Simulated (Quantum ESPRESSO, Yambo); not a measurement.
**PbS (Galena): G0W0 in Yambo against the screening cutoff**

Aim: move the screening cutoff of a G0W0 run on PbS (Galena) over a wide range.

Program: Yambo 5.3.0. Level of theory: PBE and many-body steps on it, plane waves. Results are calculated unless marked as measured.

The database entry behind the starting cell differs from later determinations by our own check (about 0.1 % short), so it need not match the best structure at ambient conditions.

## (1) The structure

Symmetry: Fm-3m, No. 225, cubic system. The conventional cell has a = 5.931 Å, b = 5.931 Å, c = 5.931 Å, α = 90.00°, β = 90.00°, γ = 90.00°. Nearest to Pb lie 6 S at 2.97 Å. S has 6 Pb at 2.97 Å nearest. Farther neighbours and most contacts between anions are not listed.

As a file:

```xyz
2
Lattice="0.0000 2.9657 2.9657 2.9657 0.0000 2.9657 2.9657 2.9657 0.0000" Properties=species:S:1:pos:R:3 pbc="T T T"
Pb    0.0000    0.0000    0.0000
S     2.9657    2.9657    2.9657
```

The cell and positions come from the Crystallography Open Database and are kept as given unless a step says otherwise. Spin-orbit coupling is left out unless a step names it.

## (2) 3.25 Ha

This step: Yambo 5.3.0; G0W0 on PBE, plane waves, norm-conserving pseudopotentials.

G0W0 replaces the xc potential by the self-energy, built once from these orbitals. Only a window of levels is corrected, while the sums run over the empty bands that the input names.

gw7.in reads:

```
HF_and_locXC
gw0
dyson
ppa
em1d
rim_cut
RandQpts= 1000000
RandGvec= 1 RL
EXXRLvcs= 76 Ry
VXCRLvcs= 304 Ry
Chimod= "HARTREE"
% BndsRnXp
 1 | 132 |
%
NGsBlkXp= 6.5 Ry
% LongDrXp
 1 | 1 | 1 |
%
% GbndRnge
 1 | 132 |
%
DysSolver= "n"
ExtendOut
PPAPntXp= 27.21138 eV
% QPkrange
 3 | 3 | 13 | 16 |
 1 | 1 | 13 | 16 |
%
```

On the command line:

```console
> OMP_NUM_THREADS=1 mpirun -n 4 yambo -F gw7.in -J gw7 -C gw7 > gw7.log
```

The log of the run:

```text
 Yambo, version 5.3.0

 [02] CORE Variables Setup
 =========================

  [... cell, symmetries and grids as in the set-up ...]

  [02.05] Energies & Occupations
  ==============================

  [X] === General ===
  [X] Electronic Temperature                        :  0.000000  0.000000 [eV K]
  [X] Bosonic    Temperature                        :  0.000000  0.000000 [eV K]
  [X] Finite Temperature mode                       : no
  [X] El. density                                   :  0.53669E+24 [cm-3]
  [X] Fermi Level                                   :  9.908065 [eV]

  [X] === Gaps and Widths ===
  [X] Conduction Band Min                           :  0.368214 [eV]
  [X] Valence Band Max                              :  0.000000 [eV]
  [X] Filled Bands                                  :  14
  [X] Empty Bands                                   :    15   482
  [X] Direct Gap                                    :  0.368214 [eV]
  [X] Direct Gap localized at k                     :  3
  [X] Indirect Gap                                  :  0.368214 [eV]
  [X] Indirect Gap between kpts                     :  3  3
  [X] Last valence band width                       :  3.438853 [eV]
  [X] 1st conduction band width                     :  4.848504 [eV]

 [03] Transferred momenta grid and indexing
 ==========================================

 IBZ Q-points                                      :   8
 BZ  Q-points                                      :   64

 K/Q-points units:
 rlu = crystal or reduced units; cc = cartesian coordinates; iku = interal k-units

 Q [1]          [rlu]:  0.000000  0.000000  0.000000
 Q [2]          [rlu]:  0.43103E-17  0.43103E-17  0.25000
 Q [3]          [rlu]: -0.86205E-17 -0.86205E-17 -0.50000
 Q [4]          [rlu]:  0.82859E-17  0.25000      0.25000
 Q [5]          [rlu]:  0.91933E-17  0.25000      0.50000
 Q [6]          [rlu]: -0.86205E-17  0.25000     -0.25000
 Q [7]          [rlu]: -0.16572E-16 -0.50000     -0.50000
 Q [8]          [rlu]:  0.250000 -0.500000 -0.250000

 [04] Coloumb potential Random Integration (RIM)
 ===============================================

  [04.01] RIM initialization
  ==========================

  * Diagonal components only detected *

  8 x (sBL volume)        :  0.088068 [a.u.]
  sBZ random points       :  1000000
  Points outside the sBZ  :   7999624
  RL volume               :  0.704546 [a.u.]
  Integrated volume       :  0.704579 [a.u.]

  [04.02] RIM integrals
  =====================

  Gamma point sphere radius             :  0.080703 [a.u.]
  Points outside the sphere             :   799635
  [Int_sBZ(q=0) 1/q^2]*(Vol_sBZ)^(-1/3) =:  7.763403
                                 should be <:  7.795600

  Summary of Coulomb integrals for non-metallic bands |Q|[au] RIM/Bare

  Q [1] 0.100000E-4 0.995870 * Q [2] 0.242726 1.064399
  Q [4] 0.280276 1.062895 * Q [6] 0.396371 1.025542
  Q [5] 0.464786 1.018794 * Q [3] 0.485453 1.016436
  Q [7] 0.560553 1.013461 * Q [8] 0.626717 1.010414

 [WARNING] [Xp] User bands 1-132 break level degeneracy

 [05] Dipoles
 ============

  [05.01] Setup: observables and procedures
  =========================================

 [06] Dynamic Dielectric Matrix (PPA)
 ====================================

 [WR./gw7//ndb.pp]---------------------------------------------------------------
  Brillouin Zone Q/K grids (IBZ/BZ)                :    8   64    8   64
  RL vectors                                       :   4909 [WF]
  Coulomb cutoff potential                         : none
  Electronic Temperature                           :  0.000000 [K]
  Bosonic    Temperature                           :  0.000000 [K]
  PPA    diel. fun.  energies                      : Perdew, Burke & Ernzerhof(X)+Perdew, Burke & Ernzerhof(C)
  wavefunctions                                    : Perdew, Burke & Ernzerhof(X)+Perdew, Burke & Ernzerhof(C)
  Global Gauge                                     : length
  X matrix size                                    :  113
  X band range                                     :    1  132
  X e/h energy range                               : -1.000000 -1.000000 [eV]
  X Time ordering                                  : R
  X Hxc Kernel                                     : HARTREE
  X Drude frequency                                :  0.000000  0.000000
  X poles                                          :  100.0000 [o/o]
  RL vectors in the sum                            :   4909
  [r,Vnl] included                                 : yes
  Field direction                                  :  0.577350E-5  0.577350E-5  0.577350E-5
  BZ energy Double Grid                            : no
  BZ energy DbGd points                            : 0
  BZ Q point size factor                           : -1.000000
  X Optical Averaged directions                    : none

 [07] Local Exchange-Correlation + Non-Local Fock
 ================================================

 [VXC] Plane waves :  31283
 [EXS] Plane waves :   3943

 QP @ state[ 1 ] K range:  1  1
 QP @ state[ 1 ] b range:  13  16
 QP @ state[ 2 ] K range:  3  3
 QP @ state[ 2 ] b range:  13  16

 [xc] Functional : Perdew, Burke & Ernzerhof(X)+Perdew, Burke & Ernzerhof(C)
 [xc] LIBXC used to calculate xc functional
  PP Number of Atomic Species                      :  2
  NLCC RL compoments                               :  31283
  PP Number of Atomic Species                      :  2
  NLCC RL compoments                               :  31283

 [xc] E_xc :  -18.16916 [Ha]
      E_xc :  -36.33832 [Ry]

  Local XC kind (lXC) : Perdew, Burke & Ernzerhof(X)+Perdew, Burke & Ernzerhof(C)
  Non-Local XC kind (nlXC) : Hartree-Fock

  Corrections @ K [1] :  [eV]
 <13|nlXC|13> = -15.58535  0.94269E-19 <13|lXC|13> = -12.64450  0.39091E-16
 <14|nlXC|14> = -15.58538 -0.10177E-18 <14|lXC|14> = -12.64450 -0.47204E-16
 <15|nlXC|15> = -7.031481 -0.19321E-17 <15|lXC|15> = -12.02605 -0.70806E-16
 <16|nlXC|16> = -7.031475 -0.23830E-17 <16|lXC|16> = -12.02605  0.94408E-16

  Corrections @ K [3] :  [eV]
 <13|nlXC|13> = -15.81709 -0.20816E-17 <13|lXC|13> = -13.03233  0.37763E-15
 <14|nlXC|14> = -15.16526  0.20774E-17 <14|lXC|14> = -13.95007  0.20357E-15
 <15|nlXC|15> = -6.678641  0.12460E-17 <15|lXC|15> = -9.983040  0.000000
 <16|nlXC|16> = -7.283406  0.23720E-17 <16|lXC|16> = -10.96201 -0.14161E-15

 [08] Dyson equation: Newton solver
 ==================================

  [08.01] G0W0 (W PPA)
  ====================

  [  GW  ] Bands range     :    1  132
  [GW/PPA] G damping       :  0.100000 [eV]

  QP @ state[ 1 ] K range:  1  1
  QP @ state[ 1 ] b range:  13  16
  QP @ state[ 2 ] K range:  3  3
  QP @ state[ 2 ] b range:  13  16

   Sc/G bands                                       :    1  132
   Sc/G damping                                     :  0.100000 ev
   Sc bands terminator                              : no
   Sx RL components                                 :   3943

   QP @ state[ 1 ] K range                          :  1  1
   QP @ state[ 1 ] b range                          :  13  16
   QP @ state[ 2 ] K range                          :  3  3
   QP @ state[ 2 ] b range                          :  13  16
   GF energies kind                                 : Perdew, Burke & Ernzerhof(X)+Perdew, Burke & Ernzerhof(C)
   GF WF`s kind                                     : Perdew, Burke & Ernzerhof(X)+Perdew, Burke & Ernzerhof(C)
   Xs energies kind                                 : Perdew, Burke & Ernzerhof(X)+Perdew, Burke & Ernzerhof(C)
   Xs WF`s kind                                     : Perdew, Burke & Ernzerhof(X)+Perdew, Burke & Ernzerhof(C)

 [11] Game Over & Game summary
```

Elapsed: 62 s, on 4 MPI ranks of Arm Neoverse V1, shared host; peak memory 1.6 GiB; 4.1 min of CPU time.

Numbers from this step:

```yaml
g0w0_gap_on_the_points_computed: 0.5236 eV
starting_gap_on_the_mesh: 0.3682 eV
k_of_the_valence_top: 0, 0, -0.5
k_of_the_conduction_bottom: 0, 0, -0.5
least_direct_g0w0_gap_on_the_computed_points: 0.5236 eV
z_at_the_valence_top: 0.7877
z_at_the_conduction_bottom: 0.8093
```

The gap on the mesh goes from 0.37 eV to 0.52 eV, a correction of +0.16 eV.

## (3) 5.25 Ha

gw8.in, as its differences from gw7.in of step 2:

```diff
@@ -14,3 +14,3 @@
 %
-NGsBlkXp= 6.5 Ry
+NGsBlkXp= 10.5 Ry
 % LongDrXp
```

On the command line:

```console
> OMP_NUM_THREADS=1 mpirun -n 4 yambo -F gw8.in -J gw8 -C gw8 > gw8.log
```

The log of the run:

```text
 Yambo, version 5.3.0

 [02] CORE Variables Setup
 =========================

  [... cell, symmetries and grids as in the set-up ...]

  [02.05] Energies & Occupations
  ==============================

  [X] === General ===
  [X] Electronic Temperature                        :  0.000000  0.000000 [eV K]
  [X] Bosonic    Temperature                        :  0.000000  0.000000 [eV K]
  [X] Finite Temperature mode                       : no
  [X] El. density                                   :  0.53669E+24 [cm-3]
  [X] Fermi Level                                   :  9.908065 [eV]

  [X] === Gaps and Widths ===
  [X] Conduction Band Min                           :  0.368214 [eV]
  [X] Valence Band Max                              :  0.000000 [eV]
  [X] Filled Bands                                  :  14
  [X] Empty Bands                                   :    15   482
  [X] Direct Gap                                    :  0.368214 [eV]
  [X] Direct Gap localized at k                     :  3
  [X] Indirect Gap                                  :  0.368214 [eV]
  [X] Indirect Gap between kpts                     :  3  3
  [X] Last valence band width                       :  3.438853 [eV]
  [X] 1st conduction band width                     :  4.848504 [eV]

 [03] Transferred momenta grid and indexing
 ==========================================

 IBZ Q-points                                      :   8
 BZ  Q-points                                      :   64

 K/Q-points units:
 rlu = crystal or reduced units; cc = cartesian coordinates; iku = interal k-units

 Q [1]          [rlu]:  0.000000  0.000000  0.000000
 Q [2]          [rlu]:  0.43103E-17  0.43103E-17  0.25000
 Q [3]          [rlu]: -0.86205E-17 -0.86205E-17 -0.50000
[...]
NLCC RL compoments                               :  31283
  PP Number of Atomic Species                      :  2
  NLCC RL compoments                               :  31283

 [xc] E_xc :  -18.16916 [Ha]
      E_xc :  -36.33832 [Ry]

  Local XC kind (lXC) : Perdew, Burke & Ernzerhof(X)+Perdew, Burke & Ernzerhof(C)
  Non-Local XC kind (nlXC) : Hartree-Fock

  Corrections @ K [1] :  [eV]
 <13|nlXC|13> = -15.58535  0.94269E-19 <13|lXC|13> = -12.64450  0.39091E-16
 <14|nlXC|14> = -15.58538 -0.10177E-18 <14|lXC|14> = -12.64450 -0.47204E-16
 <15|nlXC|15> = -7.031481 -0.19321E-17 <15|lXC|15> = -12.02605 -0.70806E-16
[...]
Corrections @ K [3] :  [eV]
[...]
<15|nlXC|15> = -6.678641  0.12460E-17 <15|lXC|15> = -9.983040  0.000000
 <16|nlXC|16> = -7.283406  0.23720E-17 <16|lXC|16> = -10.96201 -0.14161E-15

 [08] Dyson equation: Newton solver
 ==================================

  [08.01] G0W0 (W PPA)
  ====================

  [  GW  ] Bands range     :    1  132
  [GW/PPA] G damping       :  0.100000 [eV]

  QP @ state[ 1 ] K range:  1  1
  QP @ state[ 1 ] b range:  13  16
  QP @ state[ 2 ] K range:  3  3
  QP @ state[ 2 ] b range:  13  16

   Sc/G bands                                       :    1  132
   Sc/G damping                                     :  0.100000 ev
   Sc bands terminator                              : no
   Sx RL components                                 :   3943

   QP @ state[ 1 ] K range                          :  1  1
   QP @ state[ 1 ] b range                          :  13  16
   QP @ state[ 2 ] K range                          :  3  3
   QP @ state[ 2 ] b range                          :  13  16
   GF energies kind                                 : Perdew, Burke & Ernzerhof(X)+Perdew, Burke & Ernzerhof(C)
   GF WF`s kind                                     : Perdew, Burke & Ernzerhof(X)+Perdew, Burke & Ernzerhof(C)
   Xs energies kind                                 : Perdew, Burke & Ernzerhof(X)+Perdew, Burke & Ernzerhof(C)
   Xs WF`s kind                                     : Perdew, Burke & Ernzerhof(X)+Perdew, Burke & Ernzerhof(C)

 [11] Game Over & Game summary
```

It took 80 s on 4 MPI ranks; peak memory 1.6 GiB; 5.2 min of CPU time.

This step gave:

```
G0W0 gap on the points computed              : 0.5769 eV
starting gap on the mesh                     : 0.3682 eV
k of the valence top                         : 0, 0, -0.5
k of the conduction bottom                   : 0, 0, -0.5
least direct G0W0 gap on the computed points : 0.5769 eV
Z at the valence top                         : 0.7860
Z at the conduction bottom                   : 0.8088
```

Against the run before, the gap moves by +0.053 eV.

(Continued in part 2 of 2.)

[Paths, hosts, dates, memory and timing lines, banners, echoed tables and standing remarks are left out of the program output.]

[Logs are printed without paths, hosts, clocks, repeated set-up lines and the standing remarks that a program may print on its own settings, such as how far it seeks lower states.]

[Runs of the session that timed out or met a known fault of the program may be left out.]

[Hosts, paths, dates, database ids (printed as entryN), source tags and the programs' standing remarks are cut or masked in the printed files.]
